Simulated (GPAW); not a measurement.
Wanted: an ASE script for a GPAW 26.7.0 run.

```yaml
Task: relaxation of cell and atoms
Functional: PBEsol
Dispersion: D3(BJ)
Potentials_or_basis: PAW data sets generated in the run's folder for this functional
Cutoff: 600 eV
Basis: pw
k_mesh: 9 × 9 × 5
Occupations: fermi-dirac, width 0.05 eV
Spin: no spin polarisation
Maxiter: 150
Optimizer: FIRE
Fmax: 0.05 eV/Å
Max_steps: 60
Convergence: density=1e-05 forces=0.0001
```

The system is TaS2.

```
Ta S
1.0
     3.35000    0.00000    0.00000
    -1.67500    2.90119    0.00000
     0.00000    0.00000    5.86000
Ta S
1 2
Direct
  0.00000 0.00000 0.00000
  0.66667 0.33333 0.75000
  0.33333 0.66667 0.25000
```

The input as run:

run.py

```python
from ase import Atoms
from ase.calculators.mixing import SumCalculator
from ase.filters import FrechetCellFilter
from ase.io import write
from ase.optimize import FIRE
from dftd3.ase import DFTD3
from gpaw import GPAW, PW, setup_paths

setup_paths.insert(0, '.')

atoms = Atoms(['Ta', 'S', 'S'],
              cell=[[3.35, 0.0, 0.0],
                    [-1.675, 2.9011851027, 0.0],
                    [0.0, 0.0, 5.86]],
              scaled_positions=[[0.0, 0.0, 0.0],
                                [0.6666666667, 0.3333333333, 0.75],
                                [0.3333333333, 0.6666666667, 0.25]],
              pbc=True)

calc = GPAW(mode=PW(600),
            xc='PBEsol',
            kpts={'size': (9, 9, 5), 'gamma': True},
            occupations={'name': 'fermi-dirac', 'width': 0.05},
            nbands=25,
            convergence={'density': 1e-05, 'forces': 0.0001},
            maxiter=150,
            txt='gpaw.txt')
atoms.calc = SumCalculator([calc, DFTD3(method='pbesol', damping='d3bj')])
opt = FIRE(FrechetCellFilter(atoms), trajectory='relax.traj', logfile='-')
done = opt.run(fmax=0.05, steps=60)
calc.write('gs.gpw')
write('result.traj', atoms)
print('Converged:', done)
print('Cell:', atoms.cell.cellpar().round(4))
print('Volume:', round(atoms.get_volume(), 4))
print(atoms.get_scaled_positions().round(5))
```

Potentials or basis: PAW data sets generated in the run's folder for this functional, pw.

Run with:

```bash
$ gpaw-setup -f PBEsol S Ta
$ OMP_NUM_THREADS=1 python run.py
```

Results of the run:

The relaxed volume is 17.40 Å³/atom, the relaxed cell is a = 3.283 Å, b = 3.283 Å, c = 5.592 Å, α = 90.00°, β = 90.00°, γ = 120.00° and the space group after relaxing (to 0.05 Å) is P-3m1 (No. 164). The energy gained by relaxing is 45.6 meV/atom. The ionic steps are 24 and the pressure after relaxing is -0.2 GPa. The largest force after relaxing is 0.024 eV/Å. The band gap on the k mesh is none (metal or under the smearing width). The dispersion energy per atom is -0.414 eV.

Caveat: later steps reuse the first step's grids.

Run time: 14 min on 1 thread of Arm Neoverse V1, on a shared host, peak memory 0.42 GiB.
